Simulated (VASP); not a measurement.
Energy against volume of AlSb (zinc blende). Calculation: PBE GGA with D3 dispersion (Becke-Johnson damping), VASP's PBE PAW potentials (set 64) (plane waves; VASP). Numerical set-up: 520 eV cut-off, 8×8×8 Γ-centred mesh, Gaussian smearing of 0.050 eV, potentials Al Sb.

| V (Å³/atom) | E (eV/atom) |
|---|---|
| 28.299 | -4.41503 |
| 29.174 | -4.41977 |
| 30.049 | -4.41556 |
| 30.924 | -4.40375 |

Fit these four points and predict the energy of the run at 27.423 Å³/atom.

A cubic in V^(−2/3), the third-order Birch-Murnaghan form, passes through the four points with V0 = 29.18 Å³/atom and B0 = 54 GPa, and gives -4.3997 eV/atom there. The run gave -4.3997 eV/atom, -0.0 meV/atom from the fit; all five points give B0 = 54 GPa.

The compound is AlSb in the zinc blende structure. It was relaxed first.
